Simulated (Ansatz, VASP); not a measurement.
One calculation of Ca, two programs

```
Ca
1.0
    -2.10939    2.10939    2.10939
     2.10939   -2.10939    2.10939
     2.10939    2.10939   -2.10939
Ca
1
Direct
  0.00000 0.00000 0.00000
```

Alike in both runs: functional LDA; k mesh 14 × 14 × 14; occupations gaussian, width 0.1 eV; no spin polarisation.

Ansatz relaxed the structure, and its values are those at the end. VASP's run is a single point on that final structure, the one shown.

```csv
,VASP,Ansatz
version,VASP 6.6.1,Ansatz 0.2.0
potentials or method,"VASP PAW LDA potentials, release 64 (Ca_sv)","scalar-relativistic, plane waves, PAW"
plane-wave cutoff (eV),520,420
valence electrons in the cell,10,10
```

```tsv
	VASP	Ansatz	Ansatz less VASP
gap on the k mesh at the Fermi level (eV)	none	none	-
pressure (GPa)	0.0	0.0	0.00
```

A gap of «none» marks a metal or a gap that the smearing closes.
